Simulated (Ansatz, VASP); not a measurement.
# BeTe: VASP beside Ansatz

File INCAR:

```
SYSTEM = BeTe
  ALGO = Fast
  EDIFF = 1E-7
  ENCUT = 520
  GGA = PE
  ISIF = 2
  ISMEAR = 0
  LASPH = .TRUE.
  LCHARG = .FALSE.
  LREAL = .FALSE.
  LWAVE = .FALSE.
  NBANDS = 11
  NELM = 80
  PREC = Accurate
  SIGMA = 0.028999999999999998
```

The input KPOINTS:

```
k-points
0
G
  8 8 8
  0 0 0
```

POSCAR

```
BeTe
1.0
    0.0000000000      2.7700000000      2.7700000000
    2.7700000000      0.0000000000      2.7700000000
    2.7700000000      2.7700000000      0.0000000000
Te Be
1 1
Direct
    0.7500000000      0.7500000000      0.7500000000
    0.0000000000      0.0000000000      0.0000000000
```

The input input.yaml:

```yaml
crystal:
  lattice:
    - [0.0, 2.77, 2.77]
    - [2.77, 0.0, 2.77]
    - [2.77, 2.77, 0.0]
  atoms:
    - { symbol: Te, position: [0.75, 0.75, 0.75] }
    - { symbol: Be, position: [0.0, 0.0, 0.0] }
hamiltonian:
  xc: pbe
  pseudopotentials: { kind: paw }
kpoints:
  mp_grid: { grid: [8, 8, 8] }
scf:
  occupations: { method: gaussian, width: 0.029 }
output:
  forces: true
  stress: true
  eigenvalues: true
```

Alike in both runs: task single point; functional PBE; k mesh 8 × 8 × 8; occupations gaussian, width 0.029 eV; no spin polarisation.

```csv
,VASP,Ansatz
version,VASP 6.6.1,Ansatz 0.2.0
potentials or method,"VASP PAW PBE potentials, release 64 (Te, Be)",Ansatz PAW
plane-wave cutoff (eV),520,420
valence electrons in the cell,8,18
```

VASP gave:

```
gap on the k mesh at the Fermi level (eV) : 1.85
least direct gap on the mesh (eV)         : 3.56
pressure (GPa)                            : 4.5
```

Q: What did Ansatz give for the same quantities?

A: gap on the k mesh at the Fermi level (eV): 1.86; least direct gap on the mesh (eV): 3.59; pressure (GPa): 4.3.

The functional is the same, so the differences come from potentials, cutoffs and numerics. The two sets of potentials don't hold the same shells in valence.

Caveats: spin-orbit coupling is left out, which moves the levels of the heavy elements. A k mesh can miss the band edges. PBE gaps usually lie below the measured ones, often by a third to a half.
